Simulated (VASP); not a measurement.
# Ni (Fm-3m) in VASP: a series of runs

The runs below take Ni through single point, with PBE.

Everything below comes from runs of VASP 6.6.1. Logs are shortened: lines on timing, memory, paths and dates and some standing lists are left out, and cuts for length are marked.

### 1 Starting point

The structure is cubic, space group Fm-3m (No. 225). Conventional cell: a = 3.524 Å, b = 3.524 Å, c = 3.524 Å, α = 90.00°, β = 90.00°, γ = 90.00°. Around Ni (site symmetry m-3m) lie 12 Ni at 2.49 Å.

### 2 Single point, PBE, collinear spin, ferromagnetic start

INCAR reads:

```
SYSTEM = Ni
PREC = Accurate
ENCUT = 450
EDIFF = 1E-7
ISMEAR = 0
SIGMA = 0.1
LREAL = .FALSE.
LASPH = .TRUE.
NELM = 150
ALGO = Normal
ISIF = 2
LWAVE = .FALSE.
LCHARG = .FALSE.
ISPIN = 2
MAGMOM = 0.8
LORBIT = 11
LMAXMIX = 4
GGA = PE
```

KPOINTS reads:

```
Automatic mesh
0
G
  14 14 14
  0 0 0
```

POSCAR reads:

```
Ni
1.0
    0.0000000000      1.7619350000      1.7619350000
    1.7619350000      0.0000000000      1.7619350000
    1.7619350000      1.7619350000      0.0000000000
Ni
1
Direct
    0.0000000000      0.0000000000      0.0000000000
```

Potentials or basis: VASP PAW PBE potentials, release 64 (Ni).

Command:

```console
> cat potpaw_PBE.64/Ni/POTCAR > POTCAR
> mpirun -np 1 vasp_std > vasp.out
```

OUTCAR:

```text
SYSTEM = Ni
   PREC = Accurate
   ENCUT = 450
   EDIFF = 1E-7
   ISMEAR = 0
   LREAL = .FALSE.
   LASPH = .TRUE.
   NELM = 150
   ISIF = 2
   ISPIN = 2
   LORBIT = 11
   GGA = PE

 ion  position               nearest neighbor table
   1  0.000  0.000  0.000-

  LATTYP: Found a face centered cubic cell.
 ALAT       =     3.5238700000

  Lattice vectors:

 A1 = (   0.0000000000,   1.7619350000,   1.7619350000)
 A2 = (   1.7619350000,   0.0000000000,   1.7619350000)
 A3 = (   1.7619350000,   1.7619350000,   0.0000000000)

Analysis of symmetry for initial positions (statically):
=====================================================================
 Subroutine PRICEL returns:
 Original cell was already a primitive cell.

 Routine SETGRP: Setting up the symmetry group for a
 face centered cubic supercell.

 Subroutine GETGRP returns: Found 48 space group operations
 (whereof 48 operations were pure point group operations)
 out of a pool of 48 trial point group operations.

The static configuration has the point symmetry O_h .

Analysis of symmetry for dynamics (positions and initial velocities):
=====================================================================
 Subroutine PRICEL returns:
 Original cell was already a primitive cell.

 Routine SETGRP: Setting up the symmetry group for a
 face centered cubic supercell.

 Subroutine GETGRP returns: Found 48 space group operations
 (whereof 48 operations were pure point group operations)
 out of a pool of 48 trial point group operations.

The dynamic configuration has the point symmetry O_h .

Analysis of structural, dynamic, and magnetic symmetry:
=====================================================================
 Subroutine PRICEL returns:
 Original cell was already a primitive cell.

 Routine SETGRP: Setting up the symmetry group for a
 face centered cubic supercell.

 Subroutine GETGRP returns: Found 48 space group operations
 (whereof 48 operations were pure point group operations)
 out of a pool of 48 trial point group operations.

The overall configuration has the point symmetry O_h .

 Subroutine INISYM returns: Found 48 space group operations
 (whereof 48 operations are pure point group operations),
 and found     1 'primitive' translations

----------------------------------------------------------------------------------------

                                     Primitive cell

  volume of cell :      10.9396

  direct lattice vectors                    reciprocal lattice vectors
     0.000000000  1.761935000  1.761935000    -0.283778914  0.283778914  0.283778914
     1.761935000  0.000000000  1.761935000     0.283778914 -0.283778914  0.283778914
     1.761935000  1.761935000  0.000000000     0.283778914  0.283778914 -0.283778914

  length of vectors
[... 109 lines left out ...]
   LEPSILON=     F    determine dielectric tensor
   LRPA    =     F    only Hartree local field effects (RPA)
 spin polarized calculation
 Gauss-broadening in eV      SIGMA  =   0.10
  energy-cutoff  :      450.00
  volume of cell :       10.94
 maximum number of plane-waves:       259
 NGX is ok and might be reduce to    18
   NGX =  9   NGY =  9   NGZ =  9

 number of electron      10.0000013 magnetization       0.5932150

 Free energy of the ion-electron system (eV)
  ---------------------------------------------------
  ext. energy  EPLUGINS =         0.00000000
  ---------------------------------------------------
  free energy    TOTEN  =        -5.47146144 eV

  energy without entropy =       -5.46127369  energy(sigma->0) =       -5.46636756

 E-fermi :   9.2974     XC(G=0): -13.2232

 val. band max:        9.2867516653   @ k =   0.3571   0.2143   0.0000
 cond. band min:       9.2974721773   @ k =  -0.4286   0.2857   0.1429
 fundamental gap:      0.0107205120
 Fermi energy:         9.2973882036

 spin component 1

 k-point     1 :       0.0000    0.0000    0.0000
  band No.  band energies     occupation
      1       0.3307      1.00000
      2       6.8972      1.00000
      3       6.8972      1.00000
      4       6.8972      1.00000
      5       8.0642      1.00000
      6       8.0642      1.00000
      7      32.9803      0.00000
      8      36.7980      0.00000
      9      36.7981      0.00000
[... 265 lines left out ...]
 k-point    24 :       0.2857    0.1429    0.0000
  band No.  band energies     occupation
      1       2.9707      1.00000
      2       6.2455      1.00000
      3       7.1415      1.00000
      4       7.3933      1.00000
      5       8.0198      1.00000
      6       8.3902      1.00000
      7      24.7676      0.00000
      8      30.2618      0.00000
      9      31.0159      0.00000

 [... further k-points ...]

 spin component 2

 k-point     1 :       0.0000    0.0000    0.0000
  band No.  band energies     occupation
      1       0.2877      1.00000
      2       7.6177      1.00000
      3       7.6177      1.00000
      4       7.6177      1.00000
      5       8.6196      1.00000
      6       8.6196      1.00000
      7      32.8098      0.00000
      8      36.7724      0.00000
      9      36.7724      0.00000
[... 265 lines left out ...]
 k-point    24 :       0.2857    0.1429    0.0000
  band No.  band energies     occupation
      1       2.9570      1.00000
      2       6.8882      1.00000
      3       7.7349      1.00000
      4       8.0823      1.00000
      5       8.6651      1.00000
      6       9.0088      0.99998
      7      24.8740      0.00000
      8      30.3329      0.00000
      9      30.9703      0.00000

 [... further k-points ...]
[... 5 lines left out ...]
  --------------------------------------------------------------------------------------
  -------------------------------------------------------------------------------------
  Total       -0.0875427     -0.0875427     -0.0875427      0.0000000     -0.0000000      0.0000000
  in kB      -12.8212589    -12.8212589    -12.8212589      0.0000000     -0.0000000      0.0000000
  external PRESSURE =     -12.8212589 kB  Pullay stress =       0.0000000 kB

 VOLUME and BASIS-vectors are now :
 -----------------------------------------------------------------------------
  energy-cutoff  :      450.00
  volume of cell :       10.94
      direct lattice vectors                 reciprocal lattice vectors
     0.000000000  1.761935000  1.761935000    -0.283778914  0.283778914  0.283778914
     1.761935000  0.000000000  1.761935000     0.283778914 -0.283778914  0.283778914
     1.761935000  1.761935000  0.000000000     0.283778914  0.283778914 -0.283778914

 POSITION                                       TOTAL-FORCE (eV/Angst)
 -----------------------------------------------------------------------------------
      0.00000      0.00000      0.00000         0.000000     -0.000000      0.000000
 -----------------------------------------------------------------------------------
    total drift:                               -0.000000      0.000000      0.000000

  FREE ENERGIE OF THE ION-ELECTRON SYSTEM (eV)
  ---------------------------------------------------
  free  energy   TOTEN  =        -5.4714614359 eV

  energy  without entropy=       -5.4612736897  energy(sigma->0) =       -5.46636756

 total charge

# of ion       s       p       d       tot
------------------------------------------
    1        0.495   0.493   8.313   9.300

 magnetization (x)

# of ion       s       p       d       tot
------------------------------------------
    1       -0.008  -0.026   0.640   0.606
```

Wall time 14 s (1 thread of Intel Xeon Platinum 8559C (Emerald Rapids), shared host); peak memory 0.13 GiB.

What came out:

- Free energy: -5.4715 eV
- Pressure: -1.3 GPa
- Band gap on the k mesh: none (metal or under the smearing width)
- Net moment: 0.59 μB per cell
- Site moments: Ni +0.61 μB
- Valence electrons inside the program's atomic spheres: Ni 9.30

Levels at points of the mesh, in eV from the Fermi level:
Spin up:
| k point | band 1 | band 2 | band 3 | band 4 | band 5 | band 6 | band 7 | band 8 | band 9 |
| --- | --- | --- | --- | --- | --- | --- | --- | --- | --- |
| (0.00, 0.00, 0.00) | -8.97 | -2.40 | -2.40 | -2.40 | -1.23 | -1.23 | 23.68 | 27.50 | 27.50 |
| (0.50, 0.00, 0.00) | -4.79 | -2.38 | -2.38 | -0.58 | -0.58 | -0.28 | 5.64 | 22.17 | 24.59 |
| (0.50, 0.50, 0.00) | -4.60 | -4.15 | -0.53 | -0.45 | -0.45 | 2.45 | 9.18 | 14.78 | 14.78 |
Spin down:
```tsv
k point	band 2	band 3	band 4	band 5	band 6	band 7	band 8	band 9
(0.00, 0.00, 0.00)	-1.68	-1.68	-1.68	-0.68	-0.68	23.51	27.48	27.48
(0.50, 0.00, 0.00)	-1.79	-1.79	-0.35	0.14	0.14	6.04	22.02	24.66
(0.50, 0.50, 0.00)	-3.56	0.05	0.37	0.37	2.40	9.41	14.78	14.78
```

### 3 Single point, PBE, collinear spin, ferromagnetic start

Edit INCAR of step 2 so:

```diff
@@ -2,3 +2,3 @@
 PREC = Accurate
-ENCUT = 450
+ENCUT = 520
 EDIFF = 1E-7
```

KPOINTS is that of step 2.

POSCAR is that of step 2.

Potentials or basis: VASP PAW PBE potentials, release 64 (Ni).

Command:

```console
> cat potpaw_PBE.64/Ni/POTCAR > POTCAR
> mpirun -np 1 vasp_std > vasp.out
```

OUTCAR:

```text
SYSTEM = Ni
   PREC = Accurate
   ENCUT = 520
   EDIFF = 1E-7
   ISMEAR = 0
   LREAL = .FALSE.
   LASPH = .TRUE.
   NELM = 150
   ISIF = 2
   ISPIN = 2
   LORBIT = 11
   GGA = PE

 ion  position               nearest neighbor table
   1  0.000  0.000  0.000-

  LATTYP: Found a face centered cubic cell.
 ALAT       =     3.5238700000

  Lattice vectors:

 A1 = (   0.0000000000,   1.7619350000,   1.7619350000)
 A2 = (   1.7619350000,   0.0000000000,   1.7619350000)
 A3 = (   1.7619350000,   1.7619350000,   0.0000000000)

Analysis of symmetry for initial positions (statically):
=====================================================================
 Subroutine PRICEL returns:
 Original cell was already a primitive cell.

 Routine SETGRP: Setting up the symmetry group for a
 face centered cubic supercell.

 Subroutine GETGRP returns: Found 48 space group operations
 (whereof 48 operations were pure point group operations)
 out of a pool of 48 trial point group operations.

The static configuration has the point symmetry O_h .

Analysis of symmetry for dynamics (positions and initial velocities):
=====================================================================
 Subroutine PRICEL returns:
[... 475 lines left out ...]
      3       7.6176      1.00000
      4       7.6176      1.00000
      5       8.6194      1.00000
      6       8.6194      1.00000
      7      32.8096      0.00000
      8      36.7723      0.00000
      9      36.7723      0.00000
[... 265 lines left out ...]
 k-point    24 :       0.2857    0.1429    0.0000
  band No.  band energies     occupation
      1       2.9571      1.00000
      2       6.8880      1.00000
      3       7.7346      1.00000
      4       8.0820      1.00000
      5       8.6648      1.00000
      6       9.0085      0.99998
      7      24.8740      0.00000
      8      30.3331      0.00000
      9      30.9697      0.00000

 [... further k-points ...]
[... 5 lines left out ...]
  --------------------------------------------------------------------------------------
  -------------------------------------------------------------------------------------
  Total       -0.0742059     -0.0742059     -0.0742059      0.0000000     -0.0000000     -0.0000000
  in kB      -10.8679909    -10.8679909    -10.8679909      0.0000000     -0.0000000     -0.0000000
  external PRESSURE =     -10.8679909 kB  Pullay stress =       0.0000000 kB

 VOLUME and BASIS-vectors are now :
 -----------------------------------------------------------------------------
  energy-cutoff  :      520.00
  volume of cell :       10.94
      direct lattice vectors                 reciprocal lattice vectors
     0.000000000  1.761935000  1.761935000    -0.283778914  0.283778914  0.283778914
     1.761935000  0.000000000  1.761935000     0.283778914 -0.283778914  0.283778914
     1.761935000  1.761935000  0.000000000     0.283778914  0.283778914 -0.283778914

 POSITION                                       TOTAL-FORCE (eV/Angst)
 -----------------------------------------------------------------------------------
      0.00000      0.00000      0.00000         0.000000      0.000000     -0.000000
 -----------------------------------------------------------------------------------
    total drift:                                0.000000      0.000000      0.000000

  FREE ENERGIE OF THE ION-ELECTRON SYSTEM (eV)
  ---------------------------------------------------
  free  energy   TOTEN  =        -5.4715717958 eV

  energy  without entropy=       -5.4613844938  energy(sigma->0) =       -5.46647814

 total charge

# of ion       s       p       d       tot
------------------------------------------
    1        0.494   0.493   8.313   9.300

 magnetization (x)

# of ion       s       p       d       tot
------------------------------------------
    1       -0.008  -0.026   0.640   0.606
```

stdout:

```text
POSCAR found type information on POSCAR Ni
 POSCAR found :  1 types and       1 ions
 scaLAPACK will be used
 LDA part: xc-table for (Slater+PW92), standard interpolation
 POSCAR, INCAR and KPOINTS ok, starting setup
 FFT: planning ... GRIDC
 FFT: planning ... GRID_SOFT
 FFT: planning ... GRID
 WAVECAR not read
 entering main loop
```

Wall time 15 s (1 thread of Intel Xeon Platinum 8559C (Emerald Rapids), shared host); peak memory 0.14 GiB.

What came out:

```yaml
Free_energy: -5.4716 eV
Pressure: -1.1 GPa
Band_gap_on_the_k_mesh: none (metal or under the smearing width)
Net_moment: 0.59 μB per cell
Site_moments: Ni +0.61 μB
Valence_electrons_inside_the_program's_atomic_spheres: Ni 9.30
```

Levels at points of the mesh, in eV from the Fermi level:
Spin up:
```tsv
k point	band 2	band 3	band 4	band 5	band 6	band 7	band 8	band 9
(0.00, 0.00, 0.00)	-2.40	-2.40	-2.40	-1.23	-1.23	23.68	27.50	27.50
(0.50, 0.00, 0.00)	-2.38	-2.38	-0.58	-0.58	-0.28	5.64	22.17	24.59
(0.50, 0.50, 0.00)	-4.15	-0.53	-0.45	-0.45	2.45	9.18	14.78	14.78
```
Spin down:
```
           k point  band 3  band 4  band 5  band 6  band 7  band 8
(0.00, 0.00, 0.00)   -1.68   -1.68   -0.68   -0.68   23.51   27.48
(0.50, 0.00, 0.00)   -1.79   -0.35    0.14    0.14    6.04   22.02
(0.50, 0.50, 0.00)    0.05    0.37    0.37    2.40    9.41   14.78
```

### 4 Single point, PBE, collinear spin, ferromagnetic start

Edit INCAR of step 3 so:

```diff
@@ -2,3 +2,3 @@
 PREC = Accurate
-ENCUT = 520
+ENCUT = 600
 EDIFF = 1E-7
```

KPOINTS is that of step 3.

POSCAR is that of step 3.

Command:

```console
> cat potpaw_PBE.64/Ni/POTCAR > POTCAR
> mpirun -np 1 vasp_std > vasp.out
```

It took 16 s on 1 thread of Intel Xeon Platinum 8559C (Emerald Rapids), shared host; peak memory 0.14 GiB.

It converged, with:

```yaml
Free_energy: -5.4713 eV
Pressure: -1.2 GPa
Band_gap_on_the_k_mesh: none (metal or under the smearing width)
Net_moment: 0.59 μB per cell
Site_moments: Ni +0.61 μB
Valence_electrons_inside_the_program's_atomic_spheres: Ni 9.30
```

Levels at points of the mesh, in eV from the Fermi level:
Spin up:
| k point | band 1 | band 2 | band 3 | band 4 | band 5 | band 6 | band 7 | band 8 | band 9 |
| --- | --- | --- | --- | --- | --- | --- | --- | --- | --- |
| (0.00, 0.00, 0.00) | -8.97 | -2.40 | -2.40 | -2.40 | -1.23 | -1.23 | 23.68 | 27.50 | 27.50 |
| (0.50, 0.00, 0.00) | -4.79 | -2.38 | -2.38 | -0.58 | -0.58 | -0.28 | 5.64 | 22.17 | 24.59 |
| (0.50, 0.50, 0.00) | -4.60 | -4.15 | -0.53 | -0.45 | -0.45 | 2.45 | 9.18 | 14.78 | 14.78 |
Spin down:
```
           k point  band 1  band 2  band 3  band 4  band 5  band 6  band 7  band 8  band 9
(0.00, 0.00, 0.00)   -9.01   -1.68   -1.68   -1.68   -0.68   -0.68   23.51   27.48   27.48
(0.50, 0.00, 0.00)   -4.38   -1.79   -1.79   -0.35    0.14    0.14    6.04   22.02   24.66
(0.50, 0.50, 0.00)   -4.28   -3.56    0.05    0.37    0.37    2.40    9.41   14.78   14.78
```

### 5 Single point, PBE, collinear spin, ferromagnetic start

Edit INCAR of step 4 so:

```diff
@@ -2,3 +2,3 @@
 PREC = Accurate
-ENCUT = 600
+ENCUT = 700
 EDIFF = 1E-7
```

KPOINTS is that of step 4.

POSCAR is that of step 4.

Command:

```console
> cat potpaw_PBE.64/Ni/POTCAR > POTCAR
> mpirun -np 1 vasp_std > vasp.out
```

Run time: 17 s. Hardware: 1 thread of Intel Xeon Platinum 8559C (Emerald Rapids), shared host; peak memory 0.16 GiB.

The run converged. Its results:

```
Free energy                                           : -5.4712 eV
Pressure                                              : -1.1 GPa
Band gap on the k mesh                                : none (metal or under the smearing width)
Net moment                                            : 0.59 μB per cell
Site moments                                          : Ni +0.61 μB
Valence electrons inside the program's atomic spheres : Ni 9.30
```

Levels at points of the mesh, in eV from the Fermi level:
Spin up:
| k point | band 2 | band 3 | band 4 | band 5 | band 6 | band 7 | band 8 | band 9 |
| --- | --- | --- | --- | --- | --- | --- | --- | --- |
| (0.00, 0.00, 0.00) | -2.40 | -2.40 | -2.40 | -1.23 | -1.23 | 23.68 | 27.50 | 27.50 |
| (0.50, 0.00, 0.00) | -2.38 | -2.38 | -0.58 | -0.58 | -0.28 | 5.64 | 22.17 | 24.59 |
| (0.50, 0.50, 0.00) | -4.15 | -0.53 | -0.45 | -0.45 | 2.45 | 9.18 | 14.78 | 14.78 |
Spin down:
```tsv
k point	band 2	band 3	band 4	band 5	band 6	band 7	band 8	band 9
(0.00, 0.00, 0.00)	-1.68	-1.68	-1.68	-0.68	-0.68	23.51	27.48	27.48
(0.50, 0.00, 0.00)	-1.79	-1.79	-0.34	0.14	0.14	6.04	22.03	24.66
(0.50, 0.50, 0.00)	-3.56	0.05	0.37	0.37	2.40	9.41	14.78	14.78
```

### 6 Overview

| cutoff (eV) | gap on the mesh (eV) | pressure (GPa) | moment (μB) |
| --- | --- | --- | --- |
| 450 | none | -1.3 | 0.59 |
| 520 | none | -1.1 | 0.59 |
| 600 | none | -1.2 | 0.59 |
| 700 | none | -1.1 | 0.59 |

Alike in all rows: task single point; level PBE; potentials or basis VASP PAW PBE potentials, release 64 (Ni); spin collinear, ferromagnetic start; cell as given; k mesh 14 × 14 × 14; smearing gaussian 0.1 eV.

Every run on the cell as given and a fine mesh finds a metal.

Absolute energies hang on the potentials; compare differences alone.
